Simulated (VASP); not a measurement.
# CdF2 in VASP: one cell, several levels of theory

CdF2 in the fluorite structure, under -3.0 % strain along [111] alone is computed at one geometry. Runs: PBE, r2SCAN. The results are then set beside those of Ansatz 0.2.0 for the same cell.

The runs shown are made with VASP 6.6.1. PAW datasets, plane waves. Spin-unpolarised throughout; all numbers are computed.

## 1. The structure to begin with

The cell comes from an earlier relaxation with r2SCAN in another program, then strained, with the atoms relaxed again.

Space group R-3m (No. 166), trigonal; a = 3.810 Å, c = 9.053 Å in the conventional setting, 12.65 Å³ an atom. Around Cd lie 8 F at 2.28–2.32 Å; around F lie 4 Cd at 2.28–2.32 Å.

Coordinates:

```cif
data_structure
_symmetry_space_group_name_H-M 'P 1'
_symmetry_Int_Tables_number 1
_cell_length_a 3.7343
_cell_length_b 3.7343
_cell_length_c 3.7343
_cell_angle_alpha 61.348
_cell_angle_beta 61.348
_cell_angle_gamma 61.348
_cell_volume 37.94
loop_
_atom_site_label
_atom_site_type_symbol
_atom_site_fract_x
_atom_site_fract_y
_atom_site_fract_z
_atom_site_occupancy
Cd1 Cd 0.00000 0.00000 0.00000 1
F1 F 0.25160 0.25160 0.25160 1
F2 F 0.74840 0.74840 0.74840 1
```

## 2. PBE

INCAR reads:

```
ENCUT = 520.000000
SIGMA = 0.020000
EDIFF = 1.00e-07
GGA = PE
PREC = Accurate
IBRION = -1
ISIF = 2
ISMEAR = -1
NBANDS = 20
NELM = 120
NSW = 0
LASPH = .TRUE.
LCHARG = .FALSE.
LWAVE = .FALSE.
LREAL = .FALSE.
```

KPOINTS reads:

```
KPOINTS created by Atomic Simulation Environment
0
Gamma
8 8 8
0 0 0
```

KPOINTS_OPT reads:

```
special points
7
Reciprocal
0.0000000000 0.0000000000 0.0000000000 1
0.5000000000 0.0000000000 0.5000000000 1
0.6250000000 0.2500000000 0.6250000000 1
0.3750000000 0.3750000000 0.7500000000 1
0.5000000000 0.5000000000 0.5000000000 1
0.5000000000 0.2500000000 0.7500000000 1
0.2447920000 -0.5000000000 -0.2447920000 1
```

POSCAR reads:

```
Cd F
 1.0000000000000000
    -0.0538835536000000    2.6402941273999998    2.6402941273999998
     2.6402941273999998   -0.0538835536000000    2.6402941273999998
     2.6402941273999998    2.6402941273999998   -0.0538835536000000
 Cd  F
   1   2
Cartesian
 -0.0000000000000000 -0.0000000000000000 -0.0000000000000000
  1.3150569201626592  1.3150569201626592  1.3150569201626592
  3.9116477810373400  3.9116477810373400  3.9116477810373409
```

The run uses the recommended PBE PAW datasets (26 valence electrons a neutral cell).

The run is started by

```
mpirun -np 1 vasp_std
```

Standard output, without the iteration lines:

```text
POSCAR found type information on POSCAR CdF
 POSCAR found :  2 types and       3 ions
 LDA part: xc-table for (Slater+PW92), standard interpolation
 POSCAR, INCAR and KPOINTS ok, starting setup
 FFT: planning ... GRIDC
 FFT: planning ... GRID_SOFT
 FFT: planning ... GRID
 WAVECAR not read
 entering main loop
 Start KPOINTS_OPT (optional k-point list driver)
k-point batch [1-7\7]
```

OSZICAR:

```text
N       E                     dE             d eps       ncg     rms          rms(c)
DAV:   1     0.197278383492E+03    0.19728E+03   -0.15631E+04  2688   0.133E+03
DAV:   2    -0.431760726405E+01   -0.20160E+03   -0.19387E+03  2824   0.347E+02
DAV:   3    -0.124300459557E+02   -0.81124E+01   -0.80926E+01  2996   0.761E+01
DAV:   4    -0.124633841593E+02   -0.33338E-01   -0.33337E-01  2768   0.504E+00
DAV:   5    -0.124635034117E+02   -0.11925E-03   -0.11925E-03  2980   0.268E-01    0.107E+01
DAV:   6    -0.107603623117E+02    0.17031E+01   -0.38467E+00  3300   0.366E+01    0.786E+00
DAV:   7    -0.108066427403E+02   -0.46280E-01   -0.87644E-01  2688   0.851E+00    0.449E+00
DAV:   8    -0.108011938805E+02    0.54489E-02   -0.12554E-01  2684   0.345E+00    0.688E-01
DAV:   9    -0.107930410671E+02    0.81528E-02   -0.31342E-02  3184   0.233E+00    0.846E-02
DAV:  10    -0.107936142351E+02   -0.57317E-03   -0.28187E-03  2684   0.567E-01    0.117E-01
DAV:  11    -0.107937089083E+02   -0.94673E-04   -0.10041E-04  2844   0.945E-02    0.333E-02
DAV:  12    -0.107937272411E+02   -0.18333E-04   -0.24194E-05  2680   0.470E-02    0.183E-02
DAV:  13    -0.107937290330E+02   -0.17919E-05   -0.64556E-06  2844   0.207E-02    0.297E-03
DAV:  14    -0.107937288806E+02    0.15241E-06   -0.55070E-07  2864   0.909E-03    0.579E-04
DAV:  15    -0.107937289104E+02   -0.29818E-07   -0.53611E-08  2256   0.237E-03
   1 F= -.10793729E+02 E0= -.10793729E+02  d E =-.216460E-11
       N       E                     dE             ncg
DAV:   1     0.282806240986E+04   -0.58053E+04      280
DAV:   2     0.140179705978E+04   -0.14263E+04      320
DAV:   3     0.134328343136E+04   -0.58514E+02      312
DAV:   4     0.134304920483E+04   -0.23423E+00      304
DAV:   5     0.134304835646E+04   -0.84837E-03      304
DAV:   6     0.134304835217E+04   -0.42884E-05      308
DAV:   7     0.134304835215E+04   -0.23579E-07      216
```

The lines after F= are the extra pass for the points of KPOINTS_OPT, at fixed density; their E is not a total energy.

OUTCAR, selected sections:

```text
k-points           NKPTS =     65   k-points in BZ     NKDIM =     65   number of bands    NBANDS=     20

   NELECT =      26.0000    total number of electrons

   dimension x,y,z NGX =    28 NGY =   28 NGZ =   28
   dimension x,y,z NGXF=    56 NGYF=   56 NGZF=   56

  energy-cutoff  :      520.00
  volume of cell :       37.94
      direct lattice vectors                 reciprocal lattice vectors
    -0.053883554  2.640294127  2.640294127    -0.183672133  0.187498636  0.187498636
     2.640294127 -0.053883554  2.640294127     0.187498636 -0.183672133  0.187498636
     2.640294127  2.640294127 -0.053883554     0.187498636  0.187498636 -0.183672133

 k-points in reciprocal lattice and weights: KPOINTS created by Atomic Simulation Env
   0.00000000  0.00000000  0.00000000       0.002
   0.12500000  0.00000000  0.00000000       0.012
   0.25000000  0.00000000  0.00000000       0.012
   0.37500000  0.00000000  0.00000000       0.012
   0.50000000  0.00000000  0.00000000       0.006
   0.12500000  0.12500000  0.00000000       0.012
   0.25000000  0.12500000 -0.00000000       0.023
   0.37500000  0.12500000  0.00000000       0.023
[... 57 more k-points ...]

 E-fermi :  -0.6210

 k-point     1 :       0.0000    0.0000    0.0000
  band No.  band energies     occupation
      1     -22.0571      2.00000
      2     -20.8653      2.00000
      3      -6.8017      2.00000
      4      -6.7917      2.00000
      5      -6.7917      2.00000
      6      -5.4504      2.00000
      7      -5.4504      2.00000
      8      -2.1773      2.00000
      9      -2.1020      2.00000
     10      -2.1020      2.00000
     11      -1.5735      2.00000
     12      -1.5735      2.00000
     13      -1.4683      2.00000
     14       2.0999      0.00000
     15      11.5868      0.00000
     16      11.5868      0.00000
     17      12.1588      0.00000
     18      16.8392      0.00000
     19      19.0457      0.00000
     20      19.0457      0.00000

 k-point     2 :       0.1250    0.0000    0.0000
  band No.  band energies     occupation
      1     -22.0042      2.00000
      2     -20.9132      2.00000
      3      -6.7398      2.00000
      4      -6.7290      2.00000
      5      -6.6151      2.00000
      6      -5.4708      2.00000
      7      -5.4693      2.00000
      8      -2.5956      2.00000
      9      -2.2578      2.00000
     10      -2.2206      2.00000
     11      -1.6853      2.00000
     12      -1.5533      2.00000
     13      -1.4749      2.00000
     14       2.6831      0.00000
     15      10.9557      0.00000
     16      11.8367      0.00000
     17      12.3341      0.00000
     18      17.8506      0.00000
     19      18.6192      0.00000
     20      18.7367      0.00000

 k-point     3 :       0.2500    0.0000    0.0000
  band No.  band energies     occupation
      1     -21.8602      2.00000
      2     -21.0439      2.00000
      3      -6.5989      2.00000
      4      -6.5822      2.00000
      5      -6.1348      2.00000
      6      -5.4904      2.00000
      7      -5.4838      2.00000
      8      -3.3563      2.00000
      9      -2.5312      2.00000
     10      -2.5240      2.00000
     11      -2.2203      2.00000
     12      -1.5035      2.00000
     13      -1.4679      2.00000
     14       4.0017      0.00000
     15       9.8211      0.00000
     16      12.4922      0.00000
     17      12.9095      0.00000
     18      17.8880      0.00000
     19      18.1854      0.00000
     20      18.8185      0.00000

 k-point     4 :       0.3750    0.0000    0.0000
  band No.  band energies     occupation
      1     -21.6607      2.00000
      2     -21.2259      2.00000
      3      -6.4810      2.00000
      4      -6.4566      2.00000
      5      -5.5175      2.00000
      6      -5.4400      2.00000
      7      -5.4278      2.00000
      8      -3.8809      2.00000
      9      -2.9905      2.00000
     10      -2.8869      2.00000
     11      -2.8400      2.00000
     12      -1.4551      2.00000
     13      -1.4381      2.00000
     14       5.4504      0.00000
     15       8.7750      0.00000
     16      13.2581      0.00000
     17      13.5660      0.00000
     18      17.3161      0.00000
     19      17.8095      0.00000
     20      18.3124      0.00000

[... the tables of k-points 5 to 65 left out ...]

  Total        2.4254975      2.4254975      2.4254975      0.1398753      0.1398753      0.1398753
  in kB      102.4308980    102.4308980    102.4308980      5.9070585      5.9070585      5.9070585
  external PRESSURE =     102.4308980 kB  Pullay stress =       0.0000000 kB

 POSITION                                       TOTAL-FORCE (eV/Angst)
 -----------------------------------------------------------------------------------
      0.00000      0.00000      0.00000        -0.000000      0.000000     -0.000000
      1.31506      1.31506      1.31506         0.013909      0.013909      0.013909
      3.91165      3.91165      3.91165        -0.013909     -0.013909     -0.013909
 -----------------------------------------------------------------------------------
    total drift:                               -0.000000     -0.000000      0.000000

  FREE ENERGIE OF THE ION-ELECTRON SYSTEM (eV)
  ---------------------------------------------------
  free  energy   TOTEN  =       -10.7937289104 eV

  energy  without entropy=      -10.7937289104  energy(sigma->0) =      -10.79372891
```

Hardware: 1 MPI rank of Intel Xeon Platinum 8488C, shared host.

The levels at the points of KPOINTS_OPT are read from vasprun.xml.

Band energies at the special points (eV, zero at the top of v, the last band that the electrons fill by count):

```tsv
point	v−1	v	c	c+1
Γ	-0.50	-0.39	3.18	12.66
X	-0.12	-0.07	8.25	9.81
U	-0.34	-0.23	8.24	10.95
K	-0.34	-0.23	8.24	10.95
L	-0.44	-0.44	7.52	9.38
W	-0.66	0.00	8.33	11.60
```

PBE gives an indirect gap of 3.18 eV, from (0.24, -0.50, -0.24) to Γ; the least direct gap is 3.57 eV. Pressure: 10.24 GPa, and the largest force is 0.024 eV/Å, on atom 2 (F).

## 3. r2SCAN

INCAR reads:

```
ENCUT = 520.000000
SIGMA = 0.010000
EDIFF = 1.00e-07
ALGO = Normal
METAGGA = R2SCAN
PREC = Accurate
IBRION = -1
ISIF = 2
ISMEAR = 0
NBANDS = 20
NELM = 120
NSW = 0
LASPH = .TRUE.
LCHARG = .FALSE.
LWAVE = .FALSE.
LREAL = .FALSE.
```

KPOINTS is that of step 2.

KPOINTS_OPT is that of step 2.

POSCAR is that of step 2.

The run is started by

```
mpirun -np 1 vasp_std
```

Standard output, without the iteration lines:

```text
POSCAR found type information on POSCAR CdF
 POSCAR found :  2 types and       3 ions
 -----------------------------------------------------------------------------
|                                                                             |
|                                                                             |
|     You enforced a specific xc type in the INCAR file but a different       |
|     I HOPE YOU KNOW WHAT YOU ARE DOING!                                     |
|                                                                             |
 -----------------------------------------------------------------------------

 LDA part: xc-table for (None), standard interpolation
 POSCAR, INCAR and KPOINTS ok, starting setup
 FFT: planning ... GRIDC
 FFT: planning ... GRID_SOFT
 FFT: planning ... GRID
 WAVECAR not read
 entering main loop
 Start KPOINTS_OPT (optional k-point list driver)
k-point batch [1-7\7]
```

OSZICAR:

```text
N       E                     dE             d eps       ncg     rms          rms(c)
DAV:   1     0.171396143318E+03    0.17140E+03   -0.15817E+04  2688   0.136E+03
DAV:   2    -0.347095537668E+02   -0.20611E+03   -0.19817E+03  2824   0.352E+02
DAV:   3    -0.430134741329E+02   -0.83039E+01   -0.82834E+01  2996   0.779E+01
DAV:   4    -0.430453120436E+02   -0.31838E-01   -0.31837E-01  2776   0.498E+00
DAV:   5    -0.430454167112E+02   -0.10467E-03   -0.10467E-03  2968   0.264E-01    0.915E+00
DAV:   6    -0.336539485481E+02    0.93915E+01   -0.37546E+00  2752   0.414E+01    0.988E+00
DAV:   7    -0.336652897017E+02   -0.11341E-01   -0.14009E+00  2808   0.104E+01    0.524E+00
DAV:   8    -0.336964429293E+02   -0.31153E-01   -0.15526E-01  2852   0.574E+00    0.179E+00
DAV:   9    -0.336903080256E+02    0.61349E-02   -0.57162E-02  2692   0.245E+00    0.214E-01
DAV:  10    -0.336914972377E+02   -0.11892E-02   -0.75828E-03  2928   0.815E-01    0.291E-01
DAV:  11    -0.336914536686E+02    0.43569E-04   -0.24040E-03  2700   0.456E-01    0.137E-01
DAV:  12    -0.336913911712E+02    0.62497E-04   -0.12602E-04  2800   0.192E-01    0.386E-02
DAV:  13    -0.336913772153E+02    0.13956E-04   -0.24612E-05  2904   0.544E-02    0.194E-02
DAV:  14    -0.336913731865E+02    0.40289E-05   -0.43991E-05  2808   0.625E-02    0.162E-02
DAV:  15    -0.336913721322E+02    0.10542E-05   -0.14489E-06  2768   0.113E-02    0.717E-03
DAV:  16    -0.336913717648E+02    0.36748E-06   -0.90379E-07  2760   0.861E-03    0.667E-04
DAV:  17    -0.336913717679E+02   -0.31455E-08   -0.41563E-08  1488   0.185E-03
   1 F= -.33691372E+02 E0= -.33691372E+02  d E =-.494531E-55
       N       E                     dE             ncg
DAV:   1     0.273779903608E+04   -0.58956E+04      280
DAV:   2     0.126854507017E+04   -0.14693E+04      320
DAV:   3     0.120973745024E+04   -0.58808E+02      312
DAV:   4     0.120952633958E+04   -0.21111E+00      300
DAV:   5     0.120952563523E+04   -0.70436E-03      308
DAV:   6     0.120952563175E+04   -0.34776E-05      304
DAV:   7     0.120952563173E+04   -0.18307E-07      220
```

OUTCAR, selected sections:

```text
k-points           NKPTS =     65   k-points in BZ     NKDIM =     65   number of bands    NBANDS=     20

   NELECT =      26.0000    total number of electrons

   dimension x,y,z NGX =    28 NGY =   28 NGZ =   28
   dimension x,y,z NGXF=    56 NGYF=   56 NGZF=   56

  energy-cutoff  :      520.00
  volume of cell :       37.94
      direct lattice vectors                 reciprocal lattice vectors
    -0.053883554  2.640294127  2.640294127    -0.183672133  0.187498636  0.187498636
     2.640294127 -0.053883554  2.640294127     0.187498636 -0.183672133  0.187498636
     2.640294127  2.640294127 -0.053883554     0.187498636  0.187498636 -0.183672133

 k-points in reciprocal lattice and weights: KPOINTS created by Atomic Simulation Env
   0.00000000  0.00000000  0.00000000       0.002
   0.12500000  0.00000000  0.00000000       0.012
   0.25000000  0.00000000  0.00000000       0.012
   0.37500000  0.00000000  0.00000000       0.012
   0.50000000  0.00000000  0.00000000       0.006
   0.12500000  0.12500000  0.00000000       0.012
   0.25000000  0.12500000 -0.00000000       0.023
   0.37500000  0.12500000  0.00000000       0.023
[... 57 more k-points ...]

 E-fermi :  -1.5254

 k-point     1 :       0.0000    0.0000    0.0000
  band No.  band energies     occupation
      1     -23.7510      2.00000
      2     -22.6006      2.00000
      3      -7.3758      2.00000
      4      -7.3652      2.00000
      5      -7.3652      2.00000
      6      -5.9866      2.00000
      7      -5.9866      2.00000
      8      -2.7569      2.00000
      9      -2.6827      2.00000
     10      -2.6827      2.00000
     11      -2.1348      2.00000
     12      -2.1348      2.00000
     13      -2.0236      2.00000
     14       2.2254      0.00000
     15      11.9313      0.00000
     16      11.9313      0.00000
     17      12.5366      0.00000
     18      16.5779      0.00000
     19      19.4648      0.00000
     20      19.4648      0.00000

 k-point     2 :       0.1250    0.0000    0.0000
  band No.  band energies     occupation
      1     -23.7003      2.00000
      2     -22.6469      2.00000
      3      -7.3129      2.00000
      4      -7.3012      2.00000
      5      -7.1860      2.00000
      6      -6.0078      2.00000
      7      -6.0064      2.00000
      8      -3.1469      2.00000
      9      -2.8352      2.00000
     10      -2.7987      2.00000
     11      -2.2421      2.00000
     12      -2.1158      2.00000
     13      -2.0318      2.00000
     14       2.7905      0.00000
     15      11.1989      0.00000
     16      12.1954      0.00000
     17      12.7223      0.00000
     18      17.7189      0.00000
     19      19.0220      0.00000
     20      19.1448      0.00000

 k-point     3 :       0.2500    0.0000    0.0000
  band No.  band energies     occupation
      1     -23.5622      2.00000
      2     -22.7734      2.00000
      3      -7.1691      2.00000
      4      -7.1510      2.00000
      5      -6.6973      2.00000
      6      -6.0291      2.00000
      7      -6.0226      2.00000
      8      -3.8809      2.00000
      9      -3.1061      2.00000
     10      -3.0973      2.00000
     11      -2.7675      2.00000
     12      -2.0668      2.00000
     13      -2.0262      2.00000
     14       4.1143      0.00000
     15       9.9620      0.00000
     16      12.8978      0.00000
     17      13.3449      0.00000
     18      18.2407      0.00000
     19      18.5454      0.00000
     20      18.9482      0.00000

 k-point     4 :       0.3750    0.0000    0.0000
  band No.  band energies     occupation
      1     -23.3703      2.00000
      2     -22.9502      2.00000
      3      -7.0482      2.00000
      4      -7.0215      2.00000
      5      -6.0656      2.00000
      6      -5.9792      2.00000
      7      -5.9670      2.00000
      8      -4.3912      2.00000
      9      -3.5445      2.00000
     10      -3.4618      2.00000
     11      -3.4110      2.00000
     12      -2.0180      2.00000
     13      -1.9967      2.00000
     14       5.6203      0.00000
     15       8.8417      0.00000
     16      13.7468      0.00000
     17      14.0761      0.00000
     18      17.5837      0.00000
     19      18.1089      0.00000
     20      18.5345      0.00000

[... the tables of k-points 5 to 65 left out ...]

  Total        1.1699836      1.1699836      1.1699836      0.1506326      0.1506326      0.1506326
  in kB       49.4094376     49.4094376     49.4094376      6.3613483      6.3613483      6.3613483
  external PRESSURE =      49.4094376 kB  Pullay stress =       0.0000000 kB

 POSITION                                       TOTAL-FORCE (eV/Angst)
 -----------------------------------------------------------------------------------
      0.00000      0.00000      0.00000        -0.000000     -0.000000     -0.000000
      1.31506      1.31506      1.31506         0.008636      0.008636      0.008636
      3.91165      3.91165      3.91165        -0.008636     -0.008636     -0.008636
 -----------------------------------------------------------------------------------
    total drift:                               -0.000000     -0.000000      0.000000

  FREE ENERGIE OF THE ION-ELECTRON SYSTEM (eV)
  ---------------------------------------------------
  free  energy   TOTEN  =       -33.6913717679 eV

  energy  without entropy=      -33.6913717679  energy(sigma->0) =      -33.69137177
```

Hardware: 1 MPI rank of Intel Xeon Platinum 8488C, shared host.

The levels at the points of KPOINTS_OPT are read from vasprun.xml.

Levels at the named points, in eV from the top of band v (v: the last filled band by count, c: the next):

```tsv
point	v−1	v	c	c+1
Γ	-0.50	-0.39	3.86	13.56
X	-0.13	-0.07	9.14	10.72
U	-0.35	-0.24	9.12	11.70
K	-0.35	-0.24	9.12	11.70
L	-0.45	-0.45	8.36	9.91
W	-0.68	0.00	9.21	11.96
```

r2SCAN gives an indirect gap of 3.86 eV, from (0.24, -0.50, -0.24) to Γ; the least direct gap is 4.25 eV. The pressure is 4.94 GPa, and the largest force is 0.015 eV/Å, on atom 2 (F).

## 4. Summary

| level | gap (eV) | pressure (GPa) | Ansatz: gap (eV) | Ansatz: pressure (GPa) |
| --- | --- | --- | --- | --- |
| PBE | 3.18 | 10.24 | 3.21 | 9.34 |
| r2SCAN | 3.86 | 4.94 | 3.91 | 3.75 |

What this shows: The gap runs from 3.18 eV (PBE) to 3.86 eV (r2SCAN). The pressure is highest with PBE (10.2 GPa) and lowest with r2SCAN (4.9 GPa), which orders the cells that they would relax to. The two programs agree on the gap within 0.06 eV, far less than the spread between functionals. The two codes have different PAW datasets and cutoffs. VASP's cell holds 26 valence electrons and Ansatz's 34.
